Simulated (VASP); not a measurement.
# LiF: G0W0 on PBE, by volume over the given one and cell

LiF, P6_3mc (no. 186), 4 atoms in the cell. PBE, GW; PAW potentials F_GW, Li_GW (PBE set).

| Volume over the given one | Cell | Quasiparticle gap on the mesh (eV) | Gap of the starting point on the mesh (eV) | Quasiparticle gap at the zone centre (eV) | Starting gap at the zone centre (eV) | Correction of the gap between the band edges on the mesh (eV) | Time (s) |
|---|---|---|---|---|---|---|---|
| 0.94 | scale = 0.94 | 12.57 | 8.25 | 12.57 | 8.25 | 4.32 | 15 |
| 0.97 | scale = 0.97 | 12.38 | 8.07 | 12.38 | 8.07 | 4.31 | 15 |
| 1 | as given | 12.20 | 7.90 | 12.20 | 7.90 | 4.30 | 15 |
| 1.03 | scale = 1.03 | 12.03 | 7.74 | 12.03 | 7.74 | 4.29 | 15 |

Limits: the mesh is coarse: neither the gap nor the screening is converged.

## Input of the first row

INCAR.step1:
```
ALGO = Normal
EDIFF = 1E-8
ENCUT = 600
GGA = PE
ISMEAR = 0
KPAR = 2
LASPH = T
LCHARG = F
LREAL = F
LWAVE = T
NELM = 150
PREC = Accurate
SIGMA = 0.05
```

INCAR.step2, as INCAR.step1 but for:
```
- ALGO = Normal
- NELM = 150
+ ALGO = Exact
+ ISTART = 1
+ LOPTICS = T
+ NBANDS = 176
+ NELM = 1
```

INCAR.step3:
```
ALGO = EVGW0
ENCUT = 600
ENCUTGW = 160
GGA = PE
ISMEAR = 0
ISTART = 1
KPAR = 2
LASPH = T
LCHARG = F
LREAL = F
LWAVE = F
NBANDS = 176
NBANDSGW = 12
NELMGW = 1
NOMEGA = 48
PREC = Accurate
PRECFOCK = Fast
SIGMA = 0.05
```

KPOINTS:
```
k-points
0
Gamma
  3 3 2
```

POSCAR:
```
LiF
1.0
    2.9984541248      0.0000000000      0.0000000000
   -1.4992270624      2.5967374442      0.0000000000
    0.0000000000      0.0000000000      4.7091883689
F Li
2 2
Direct
    0.6666666667      0.3333333333      0.4938437400
    0.3333333333      0.6666666667      0.9938437400
    0.6666666667      0.3333333333      0.8811542600
    0.3333333333      0.6666666667      0.3811542600
```

Commands (each step's output is kept before the next begins):
```
cat potpaw_PBE.64/F_GW/POTCAR potpaw_PBE.64/Li_GW/POTCAR > POTCAR
cp INCAR.step1 INCAR
mpirun -np 4 vasp_std > vasp.out
cp INCAR.step2 INCAR
mpirun -np 4 vasp_std > vasp.out
cp INCAR.step3 INCAR
mpirun -np 4 vasp_std > vasp.out
```

VASP 6.6.1 took 15 s on 4 cores (Intel Xeon 6975P-C (Granite Rapids)), a shared host.
